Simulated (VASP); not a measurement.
Wanted: the native input for a VASP 6.6.1 run.

| Item | Value |
| --- | --- |
| Task | relaxation of cell and atoms |
| Functional | PBEsol |
| Potentials or basis | VASP PAW PBE potentials, release 64 (Mg, Te) |
| Cutoff | 600 eV |
| k mesh | 8 × 8 × 8 |
| Occupations | gaussian, width 0.03 eV |
| Spin | no spin polarisation |
| Further INCAR settings | ALGO = Normal; EDIFF = 1e-07; IBRION = 2; EDIFFG = -0.005; NSW = 90; ISIF = 3 |

The structure of MgTe lies in POSCAR:

```
MgTe                                    
1.0
    0.0000000000      3.2194527928      3.2194527928
    3.2194527928      0.0000000000      3.2194527928
    3.2194527928      3.2194527928      0.0000000000
  Mg              Te            
     1     1
Direct
     0.0000000000000000    0.0000000000000000    0.0000000000000000
     0.2500000000000000    0.2500000000000000    0.2500000000000000
```

The cell was built by a generator and needn't be a form met in nature.

One way to write it, as run:

INCAR

```
SYSTEM = MgTe
ALGO = Normal
EDIFF = 1E-7
EDIFFG = -0.005
ENCUT = 600
GGA = PS
IBRION = 2
ISIF = 3
ISMEAR = 0
LASPH = .TRUE.
LCHARG = .FALSE.
LREAL = .FALSE.
LWAVE = .FALSE.
NELM = 80
NSW = 90
PREC = Accurate
SIGMA = 0.03
```

KPOINTS

```
k-points
0
G
  8 8 8
  0 0 0
```

Potentials or basis: VASP PAW PBE potentials, release 64 (Mg, Te).

The run is started by

```console
$ cat potpaw_PBE.64/Mg/POTCAR potpaw_PBE.64/Te/POTCAR > POTCAR
$ mpirun -np 1 vasp_std > vasp.out
```

It gave:

```
Relaxed volume                         : 33.40 Å³/atom
Relaxed cell                           : a = 4.554 Å, b = 4.554 Å, c = 4.554 Å, α = 60.00°, β = 60.00°, γ = 60.00°
Space group after relaxing (to 0.05 Å) : F-43m (No. 216)
Energy gained by relaxing              : 0.0 meV/atom
Ionic steps                            : 2
Pressure after relaxing                : 0.0 GPa
Band gap on the k mesh                 : 2.35 eV, direct
```

Caveat: the PAW data sets were made with another functional, which shifts forces and pressure a little; spin-orbit coupling is left out, which moves the levels of the heavy elements.

Wall time 29 s on 1 thread of AMD EPYC 7R13 Processor (Zen 3), on a shared host, peak memory 0.2 GiB.
